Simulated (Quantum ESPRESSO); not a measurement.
Ge under changes of volume

One of the cells (19.014 Å³/atom); the others are scaled copies at fixed shape and fractional positions:

```
CELL_PARAMETERS angstrom
-2.49590 2.65086 1.43695
2.49590 -2.65086 1.43695
2.49590 2.65086 -1.43695
ATOMIC_POSITIONS crystal
Ge 0.31406 0.06406 0.25000
Ge 0.68594 0.93594 0.75000
```

This isn't the form of Ge at room conditions, which is diamond.

```yaml
Program: Quantum ESPRESSO 7.5
Functional: PBEsol
Potentials_or_basis: GBRV 1.5 PBEsol
Cutoff: 612 eV
Density_cutoff: 4898 eV
k_mesh: 11 × 11 × 11
Occupations: fermi-dirac, width 0.05 eV
Spin: no spin polarisation
```

```tsv
volume (Å³/atom)	energy over the lowest point (meV/atom)	pressure (GPa)
17.874	?	?
18.254	0.00	0.3
18.634	0.77	-1.3
19.014	5.18	-2.7
19.395	12.80	-4.0
19.775	23.24	-5.1
20.155	36.15	-6.1
```

**Question.** What does the run at 17.874 Å³/atom give?

**Answer.** Energy over the lowest point 3.31 meV/atom; pressure 2.1 GPa.

Worked out: A Birch-Murnaghan fit of order 3 (a polynomial in V^(-2/3)) to the other rows has its minimum at 18.37 Å³/atom with B0 = V·E''(V) = 81 GPa and B' = 5.1 at fixed shape and positions, which overstates the stiffness. It gives 3.35 meV/atom at 17.874 Å³/atom, against the run's 3.31, and -dE/dV = 2.4 GPa, against 2.1.

Energies are extrapolated to zero smearing.
